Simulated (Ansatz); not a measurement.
Relaxed bulk TaC:

```cif
data_structure
_symmetry_space_group_name_H-M 'P 1'
_symmetry_Int_Tables_number 1
_cell_length_a 3.1550
_cell_length_b 3.1550
_cell_length_c 3.1550
_cell_angle_alpha 60.000
_cell_angle_beta 60.000
_cell_angle_gamma 60.000
_cell_volume 22.21
loop_
_atom_site_label
_atom_site_type_symbol
_atom_site_fract_x
_atom_site_fract_y
_atom_site_fract_z
_atom_site_occupancy
Ta1 Ta 0.00000 0.00000 0.00000 1
C1 C 0.50000 0.50000 0.50000 1
```

Miller indices refer to the conventional cell of Fm-3m (No. 225), a = 4.462 Å, b = 4.462 Å, c = 4.462 Å, α = 90.00°, β = 90.00°, γ = 90.00°.

Method: DFT r2SCAN, scalar-relativistic, plane waves, PAW in Ansatz 0.2.0. Cutoff 500 eV, Gaussian smearing of 0.10 eV, no spin polarisation. A dipole correction acts along the normal.

A relaxed slab with low-index faces, about a nanometre thick, has these properties:

```
Surface energy (mean of both faces)   : 4.33 J/m²
Work function                         : 4.81 eV (top), 7.40 eV (bottom)
Dipole of the slab along +c, per cell : 0.12 e·Å
```

(1) Which low-index plane was cut, and which atoms end it?

Spin-orbit coupling is left out, which matters for the bands of heavy elements.

Results:

(1) The (111) plane, with Ta in the top plane and C in the bottom one as cut, before relaxation. The planes from bottom to top: C, Ta, C, Ta, C, Ta, C, Ta, C, Ta.